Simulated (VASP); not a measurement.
Input:

```xyz
2
Lattice="0.0000 3.1110 3.1110 3.1110 0.0000 3.1110 3.1110 3.1110 0.0000" Properties=species:S:1:pos:R:3 pbc="T T T"
Zn     0.1200     0.0500     0.0000
Te     1.5555     1.5555     1.5555
```

Method: PBE GGA, VASP's PBE PAW potentials (set 64) (plane waves; VASP 6.6.1). Numerical set-up: 400 eV cut-off, 6×6×6 Γ-centred mesh, Gaussian smearing of 0.050 eV, potentials Zn Te.

The ions are relaxed. Give the cell that the relaxation ends in.

```xyz
2
Lattice="0.0000 3.1110 3.1110 3.1110 0.0000 3.1110 3.1110 3.1110 0.0000" Properties=species:S:1:pos:R:3 pbc="T T T"
Zn     0.0595     3.1357     3.1108
Te     1.6160     1.5808     1.5557
```
Space group F-43m (216), at a tolerance of 0.03 Å.

How much energy does the relaxation gain?

The energy (σ→0) changes by -17.9 meV/atom, in 6 ionic steps.

The compound is ZnTe in the zinc blende structure. In the starting cell atoms are displaced from their ideal sites. This run relaxes the ions in a fixed cell.
